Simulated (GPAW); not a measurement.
The system is C.

```
CELL_PARAMETERS angstrom
0.00000 1.78337 1.78337
1.78337 0.00000 1.78337
1.78337 1.78337 0.00000
ATOMIC_POSITIONS crystal
C 0.75000 0.75000 0.75000
C 0.50000 0.50000 0.50000
```

This isn't the form of C at room conditions, which is graphite.

Program: GPAW 26.7.0. Alike in all runs: task single point; no spin polarisation; cell as given; smearing fermi-dirac 0.05 eV.

Problem. Order these runs on this cell by their band gap on the k mesh, lowest first.
A. level PBE0; potentials or basis GPAW PAW data sets (gpaw-data 1.2.1), pw; k mesh 8 × 8 × 8; cutoff (eV) 600; maxiter 60; ranks 8
B. level TB-mBJ; potentials or basis GPAW PAW data sets for LDA (gpaw-data 1.2.1), pw; k mesh 14 × 14 × 14; cutoff (eV) 800; maxiter 150
C. level HSE06; potentials or basis GPAW PAW data sets (gpaw-data 1.2.1), pw; k mesh 8 × 8 × 8; cutoff (eV) 600; maxiter 60; ranks 8
D. level PBE; potentials or basis GPAW PAW data sets (gpaw-data 1.2.1), pw; k mesh 10 × 10 × 10; cutoff (eV) 650; maxiter 120; convergence default

Solution. D (4.17 eV), B (4.95 eV), C (5.36 eV), A (6.03 eV).

Caveats: a model potential gives levels but no total energy (some runs).

A k mesh can miss the band edges.
